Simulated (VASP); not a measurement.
# SiGe2 (Fm-3m) in VASP: notebook, part 2 of 2

VASP 6.6.1. The steps go on from the part before.

**3. Relaxation of cell and atoms, PBE**

This run uses another cell than the first one, of 20.00 Å³/atom, 0.997 times its volume.

Contents of INCAR:

```
SYSTEM = SiGe2
ALGO = Fast ; EDIFF = 1E-6
EDIFFG = -0.005 ; ENCUT = 600
GGA = PE ; IBRION = 2
ISIF = 3 ; ISMEAR = 0
LASPH = .True. ; LCHARG = .False.
LREAL = .False. ; LWAVE = .False.
NELM = 100 ; NSW = 100
PREC = Accurate ; SIGMA = 0.1
```

Contents of KPOINTS:

```
k-points
0
Gamma
  12 12 12
  0 0 0
```

Contents of POSCAR:

```
SiGe2
1.0
    0.0000000000      3.1071596709      3.1071596709
    3.1071596709      0.0000000000      3.1071596709
    3.1071596709      3.1071596709      0.0000000000
Si Ge
1 2
Direct
    0.0000000000      0.0000000000      0.0000000000
    0.7500000000      0.7500000000      0.7500000000
    0.2500000000      0.2500000000      0.2500000000
```

Potentials or basis: VASP PAW PBE potentials, release 64 (Si, Ge_d).

Started as:

```bash
> cat potpaw_PBE.64/Si/POTCAR potpaw_PBE.64/Ge_d/POTCAR > POTCAR
> mpirun -np 1 vasp_std > vasp.out
```

OUTCAR:

```text
SYSTEM = SiGe2
   EDIFF = 1E-6
   EDIFFG = -0.005
   ENCUT = 600
   GGA = PE
   IBRION = 2
   ISIF = 3
   ISMEAR = 0
   LASPH = .True.
   LREAL = .False.
   NELM = 100
   NSW = 100
   PREC = Accurate

 ion  position               nearest neighbor table
   1  0.000  0.000  0.000-   2 2.69   2 2.69   2 2.69   2 2.69   3 2.69   3 2.69   3 2.69   3 2.69

   2  0.750  0.750  0.750-   1 2.69   1 2.69   1 2.69   1 2.69
   3  0.250  0.250  0.250-   1 2.69   1 2.69   1 2.69   1 2.69

  LATTYP: Found a face centered cubic cell.
 ALAT       =     6.2143193418

  Lattice vectors:

 A1 = (   0.0000000000,   3.1071596709,   3.1071596709)
 A2 = (   3.1071596709,   0.0000000000,   3.1071596709)
 A3 = (   3.1071596709,   3.1071596709,   0.0000000000)

Analysis of symmetry for initial positions (statically):
=====================================================================
 Subroutine PRICEL returns:
 Original cell was already a primitive cell.

 Routine SETGRP: Setting up the symmetry group for a
 face centered cubic supercell.

 Subroutine GETGRP returns: Found 48 space group operations
 (whereof 48 operations were pure point group operations)
 out of a pool of 48 trial point group operations.

The static configuration has the point symmetry O_h .

Analysis of symmetry for dynamics (positions and initial velocities):
=====================================================================
 Subroutine PRICEL returns:
 Original cell was already a primitive cell.

 Routine SETGRP: Setting up the symmetry group for a
 face centered cubic supercell.

 Subroutine GETGRP returns: Found 48 space group operations
 (whereof 48 operations were pure point group operations)
 out of a pool of 48 trial point group operations.

The dynamic configuration has the point symmetry O_h .

 Subroutine INISYM returns: Found 48 space group operations
 (whereof 48 operations are pure point group operations),
 and found     1 'primitive' translations

----------------------------------------------------------------------------------------

                                     Primitive cell

  volume of cell :      59.9958

  direct lattice vectors                    reciprocal lattice vectors
     0.000000000  3.107159671  3.107159671    -0.160918669  0.160918669  0.160918669
     3.107159671  0.000000000  3.107159671     0.160918669 -0.160918669  0.160918669
     3.107159671  3.107159671  0.000000000     0.160918669  0.160918669 -0.160918669

  length of vectors
     4.394187347  4.394187347  4.394187347     0.278719311  0.278719311  0.278719311

  position of ions in fractional coordinates (direct lattice)
     0.000000000  0.000000000  0.000000000
     0.750000000  0.750000000  0.750000000
     0.250000000  0.250000000  0.250000000

[... 107 lines left out ...]
   LRPA    =     F    only Hartree local field effects (RPA)
 conjugate gradient relaxation of ions
 non-spin polarized calculation
 RMM-DIIS sequential band-by-band and
 Gauss-broadening in eV      SIGMA  =   0.10
  energy-cutoff  :      600.00
  volume of cell :       60.00
 maximum number of plane-waves:      2044
   NGX = 17   NGY = 17   NGZ = 17

--------------------------------------- Ionic step        1  -------------------------------------------

 number of electron      31.9999990 magnetization

 Free energy of the ion-electron system (eV)
  ---------------------------------------------------
  ext. energy  EPLUGINS =         0.00000000
  ---------------------------------------------------
  free energy    TOTEN  =       -13.28961636 eV

  energy without entropy =      -13.28183018  energy(sigma->0) =      -13.28572327

------------------------ aborting loop because EDIFF is reached ----------------------------------------

  FORCE on cell =-STRESS in cart. coord.  units (eV):
  Direction    XX          YY          ZZ          XY          YZ          ZX
  --------------------------------------------------------------------------------------
  -------------------------------------------------------------------------------------
  Total        0.0854835      0.0854835      0.0854835     -0.0000000     -0.0000000     -0.0000000
  in kB        2.2828230      2.2828230      2.2828230     -0.0000000     -0.0000000     -0.0000000
  external PRESSURE =       2.2828230 kB  Pullay stress =       0.0000000 kB

 VOLUME and BASIS-vectors are now :
 -----------------------------------------------------------------------------
  energy-cutoff  :      600.00
  volume of cell :       60.00
      direct lattice vectors                 reciprocal lattice vectors
     0.000000000  3.107159671  3.107159671    -0.160918669  0.160918669  0.160918669
     3.107159671  0.000000000  3.107159671     0.160918669 -0.160918669  0.160918669
     3.107159671  3.107159671  0.000000000     0.160918669  0.160918669 -0.160918669

 POSITION                                       TOTAL-FORCE (eV/Angst)
 -----------------------------------------------------------------------------------
      0.00000      0.00000      0.00000         0.000000      0.000000      0.000000
      4.66074      4.66074      4.66074        -0.000000     -0.000000     -0.000000
      1.55358      1.55358      1.55358         0.000000      0.000000      0.000000
 -----------------------------------------------------------------------------------
    total drift:                                0.000000      0.000000      0.000000

  FREE ENERGIE OF THE ION-ELECTRON SYSTEM (eV)
  ---------------------------------------------------
  free  energy   TOTEN  =       -13.2896163561 eV

  energy  without entropy=      -13.2818301835  energy(sigma->0) =      -13.28572327

--------------------------------------- Ionic step        2  -------------------------------------------

 number of electron      31.9999986 magnetization

 Free energy of the ion-electron system (eV)
  ---------------------------------------------------
  ext. energy  EPLUGINS =         0.00000000
  ---------------------------------------------------
  free energy    TOTEN  =       -13.28973145 eV

  energy without entropy =      -13.28212709  energy(sigma->0) =      -13.28592927

 E-fermi :   6.1902     XC(G=0): -10.3995

 val. band max:        6.1858821895   @ k =   0.4167   0.0833   0.0000
 cond. band min:       6.1938635727   @ k =   0.4167   0.0000   0.0000
 fundamental gap:      0.0079813832
 Fermi energy:         6.1901858417

 k-point     1 :       0.0000    0.0000    0.0000
  band No.  band energies     occupation
      1     -18.5433      2.00000
      2     -18.5433      2.00000
      3     -18.5225      2.00000
      4     -18.5225      2.00000
      5     -18.5225      2.00000
      6     -18.4780      2.00000
[... 541 lines left out ...]
     19       9.6503      0.00000
     20      10.8736      0.00000

 [... further k-points ...]

------------------------ aborting loop because EDIFF is reached ----------------------------------------

  FORCE on cell =-STRESS in cart. coord.  units (eV):
  Direction    XX          YY          ZZ          XY          YZ          ZX
  --------------------------------------------------------------------------------------
  -------------------------------------------------------------------------------------
  Total       -0.0136382     -0.0136382     -0.0136382      0.0000000      0.0000000      0.0000000
  in kB       -0.3627084     -0.3627084     -0.3627084      0.0000000      0.0000000      0.0000000
  external PRESSURE =      -0.3627084 kB  Pullay stress =       0.0000000 kB

 VOLUME and BASIS-vectors are now :
 -----------------------------------------------------------------------------
  energy-cutoff  :      600.00
  volume of cell :       60.24
      direct lattice vectors                 reciprocal lattice vectors
    -0.000000000  3.111430930  3.111430930    -0.160697766  0.160697766  0.160697766
     3.111430930  0.000000000  3.111430930     0.160697766 -0.160697766  0.160697766
     3.111430930  3.111430930 -0.000000000     0.160697766  0.160697766 -0.160697766

 POSITION                                       TOTAL-FORCE (eV/Angst)
 -----------------------------------------------------------------------------------
      0.00000      0.00000      0.00000         0.000000      0.000000      0.000000
      4.66715      4.66715      4.66715        -0.000000     -0.000000     -0.000000
      1.55572      1.55572      1.55572         0.000000     -0.000000      0.000000
 -----------------------------------------------------------------------------------
    total drift:                                0.000000      0.000000      0.000000

  FREE ENERGIE OF THE ION-ELECTRON SYSTEM (eV)
  ---------------------------------------------------
  free  energy   TOTEN  =       -13.2897314477 eV

  energy  without entropy=      -13.2821270890  energy(sigma->0) =      -13.28592927

 reached required accuracy - stopping structural energy minimisation
```

OSZICAR:

```text
N       E                     dE             d eps       ncg     rms          rms(c)
DAV:   1     0.220151327018E+03    0.22015E+03   -0.17778E+04  3060   0.418E+03
DAV:   2     0.182302390813E+02   -0.20192E+03   -0.19555E+03  2884   0.662E+02
DAV:   3    -0.121093640888E+02   -0.30340E+02   -0.29304E+02  3276   0.164E+02
[... 14 lines left out ...]
RMM:   3    -0.132897979036E+02    0.12326E-02   -0.29464E-03  3192   0.737E-01    0.360E-02
RMM:   4    -0.132897294144E+02    0.68489E-04   -0.33045E-04  3379   0.248E-01    0.235E-02
RMM:   5    -0.132897318845E+02   -0.24701E-05   -0.65375E-05  3374   0.709E-02    0.147E-02
RMM:   6    -0.132897309546E+02    0.92991E-06   -0.13612E-05  3159   0.527E-02    0.356E-03
RMM:   7    -0.132897314477E+02   -0.49310E-06   -0.33196E-06  2040   0.181E-02
   2 F= -.13289731E+02 E0= -.13285929E+02  d E =-.115092E-03
```

CONTCAR:

```text
SiGe2
   1.00000000000000
    -0.0000000000000000    3.1114309296207874    3.1114309296207874
     3.1114309296207874    0.0000000000000000    3.1114309296207874
     3.1114309296207874    3.1114309296207874   -0.0000000000000000
  Si              Ge
     1     2
Direct
     0.0000000000000000    0.0000000000000000    0.0000000000000000
     0.7500000000000000    0.7500000000000000    0.7500000000000000
     0.2500000000000000    0.2500000000000000    0.2500000000000000

  0.00000000E+00  0.00000000E+00  0.00000000E+00
  0.00000000E+00  0.00000000E+00  0.00000000E+00
  0.00000000E+00  0.00000000E+00  0.00000000E+00
```

It took 57 s on 1 thread of Intel Xeon 6975P-C (Granite Rapids), shared host; peak memory 0.26 GiB.

What came out:

- Free energy: -13.2897 eV
- Relaxed volume: 20.08 Å³/atom
- Relaxed cell: a = 4.400 Å, b = 4.400 Å, c = 4.400 Å, α = 60.00°, β = 60.00°, γ = 60.00°
- Space group after relaxing (to 0.05 Å): Fm-3m (No. 225)
- Energy gained by relaxing: 0.0 meV/atom
- Ionic steps: 2
- Pressure after relaxing: 0.0 GPa
- Band gap on the k mesh: none (metal or under the smearing width)

Step by step:
| step | energy change (eV) | largest force (eV/Å) | pressure (GPa) | volume (Å³) |
| --- | --- | --- | --- | --- |
| 1 | 0.0000 | 0.0000 | 0.23 | 60.00 |
| 2 | -0.0001 | 0.0000 | -0.04 | 60.24 |

Final structure:
```cif
data_structure
_symmetry_space_group_name_H-M 'P 1'
_symmetry_Int_Tables_number 1
_cell_length_a 4.4002
_cell_length_b 4.4002
_cell_length_c 4.4002
_cell_angle_alpha 60.000
_cell_angle_beta 60.000
_cell_angle_gamma 60.000
_cell_volume 60.24
loop_
_atom_site_label
_atom_site_type_symbol
_atom_site_fract_x
_atom_site_fract_y
_atom_site_fract_z
_atom_site_occupancy
Si1 Si 0.00000 0.00000 0.00000 1
Ge1 Ge 0.75000 0.75000 0.75000 1
Ge2 Ge 0.25000 0.25000 0.25000 1
```

**4. Single point, PBE**

This run uses another cell than the first one, of 16.12 Å³/atom, 0.803 times its volume.

Contents of INCAR:

```
SYSTEM = SiGe2
PREC = Accurate ; ENCUT = 520
EDIFF = 1E-6 ; ISMEAR = 0
SIGMA = 0.1 ; LREAL = .FALSE.
LASPH = .TRUE. ; NELM = 100
ALGO = Fast ; ISIF = 2
LWAVE = .FALSE. ; LCHARG = .TRUE.
GGA = PE ; LELF = .TRUE.
LVHAR = .TRUE. ; NBANDS = 23
```

Contents of KPOINTS:

```
regular mesh
0
G
  6 6 6
  0 0 0
```

Contents of POSCAR:

```
SiGe2
1.0
    0.0000000000      2.8914167062      2.8914167062
    2.8914167062      0.0000000000      2.8914167062
    2.8914167062      2.8914167062      0.0000000000
Si Ge
1 2
Direct
    0.0000000000      0.0000000000      0.0000000000
    0.7500000000      0.7500000000      0.7500000000
    0.2500000000      0.2500000000      0.2500000000
```

Potentials or basis: VASP PAW PBE potentials, release 64 (Si, Ge_d).

Started as:

```bash
> cat potpaw_PBE.64/Si/POTCAR potpaw_PBE.64/Ge_d/POTCAR > POTCAR
> mpirun -np 1 vasp_std > vasp.out
```

OUTCAR:

```text
SYSTEM = SiGe2
   PREC = Accurate
   ENCUT = 520
   EDIFF = 1E-6
   ISMEAR = 0
   LREAL = .FALSE.
   LASPH = .TRUE.
   NELM = 100
   ISIF = 2
   GGA = PE

 ion  position               nearest neighbor table
   1  0.000  0.000  0.000-   2 2.50   3 2.50   2 2.50   2 2.50   2 2.50   3 2.50   3 2.50   3 2.50

   2  0.750  0.750  0.750-   1 2.50   1 2.50   1 2.50   1 2.50   3 2.89   3 2.89   3 2.89   3 2.89
                             3 2.89   3 2.89
   3  0.250  0.250  0.250-   1 2.50   1 2.50   1 2.50   1 2.50   2 2.89   2 2.89   2 2.89   2 2.89
                             2 2.89   2 2.89

  LATTYP: Found a face centered cubic cell.
 ALAT       =     5.7828334124

  Lattice vectors:

 A1 = (   0.0000000000,   2.8914167062,   2.8914167062)
 A2 = (   2.8914167062,   0.0000000000,   2.8914167062)
 A3 = (   2.8914167062,   2.8914167062,   0.0000000000)

Analysis of symmetry for initial positions (statically):
=====================================================================
 Subroutine PRICEL returns:
 Original cell was already a primitive cell.

 Routine SETGRP: Setting up the symmetry group for a
 face centered cubic supercell.

[... 160 lines left out ...]

 E-fermi :   8.4732     XC(G=0): -11.4391

 val. band max:        8.3977860601   @ k =  -0.3333   0.1667   0.0000
 cond. band min:       8.5492801893   @ k =   0.1667   0.0000   0.0000
 fundamental gap:      0.1514941292
 Fermi energy:         8.4731869359

 k-point     1 :       0.0000    0.0000    0.0000
  band No.  band energies     occupation
      1     -16.2141      2.00000
      2     -16.2141      2.00000
      3     -16.1768      2.00000
      4     -16.1768      2.00000
      5     -16.1768      2.00000
      6     -16.0796      2.00000
[... 405 lines left out ...]
     22      16.5029      0.00000
     23      18.6103      0.00000

------------------------ aborting loop because EDIFF is reached ----------------------------------------

  FORCE on cell =-STRESS in cart. coord.  units (eV):
  Direction    XX          YY          ZZ          XY          YZ          ZX
  --------------------------------------------------------------------------------------
  -------------------------------------------------------------------------------------
  Total        6.1614193      6.1614193      6.1614193      0.0000000     -0.0000000      0.0000000
  in kB      204.1875656    204.1875656    204.1875656      0.0000000     -0.0000000      0.0000000
  external PRESSURE =     204.1875656 kB  Pullay stress =       0.0000000 kB

 VOLUME and BASIS-vectors are now :
 -----------------------------------------------------------------------------
  energy-cutoff  :      520.00
  volume of cell :       48.35
      direct lattice vectors                 reciprocal lattice vectors
     0.000000000  2.891416706  2.891416706    -0.172925611  0.172925611  0.172925611
     2.891416706  0.000000000  2.891416706     0.172925611 -0.172925611  0.172925611
     2.891416706  2.891416706  0.000000000     0.172925611  0.172925611 -0.172925611

 POSITION                                       TOTAL-FORCE (eV/Angst)
 -----------------------------------------------------------------------------------
      0.00000      0.00000      0.00000        -0.000000      0.000000      0.000000
      4.33713      4.33713      4.33713         0.000000      0.000000     -0.000000
      1.44571      1.44571      1.44571        -0.000000     -0.000000      0.000000
 -----------------------------------------------------------------------------------
    total drift:                               -0.000000      0.000000      0.000000

  FREE ENERGIE OF THE ION-ELECTRON SYSTEM (eV)
  ---------------------------------------------------
  free  energy   TOTEN  =       -12.5968518531 eV

  energy  without entropy=      -12.5896809169  energy(sigma->0) =      -12.59326638
```

stdout:

```text
POSCAR found type information on POSCAR SiGe
 POSCAR found :  2 types and       3 ions
 scaLAPACK will be used
 LDA part: xc-table for (Slater+PW92), standard interpolation
 POSCAR, INCAR and KPOINTS ok, starting setup
 FFT: planning ... GRIDC
 FFT: planning ... GRID_SOFT
 FFT: planning ... GRID
 WAVECAR not read
 entering main loop
```

Run time: 10 s. Hardware: 1 thread of Intel Xeon 6975P-C (Granite Rapids), shared host; peak memory 0.16 GiB.

What came out:

- Free energy: -12.5969 eV
- Pressure: 20.4 GPa
- Band gap on the k mesh: none (metal or under the smearing width)

Caveat: so large a pressure means that the cell lies far from this level's equilibrium, or that cutoff or potentials fall short.

**5. Summary**

```csv
task,cell,k mesh,cutoff (eV),gap on the mesh (eV),pressure (GPa)
single point,"Fm-3m, 20.06 Å³/atom",12 × 12 × 12,520,none,-0.1
relaxation of cell and atoms,relaxed,12 × 12 × 12,600,none,0.0
single point,"Fm-3m, 16.12 Å³/atom",6 × 6 × 6,520,none,20.4
```

Alike in all rows: level PBE; potentials or basis VASP PAW PBE potentials, release 64 (Si, Ge_d); no spin polarisation; smearing gaussian 0.1 eV.

Caveats: so large a pressure means that the cell lies far from this level's equilibrium, or that cutoff or potentials fall short (some runs).

Total energies depend on the potentials used, so only differences within one code and one set of settings carry meaning.
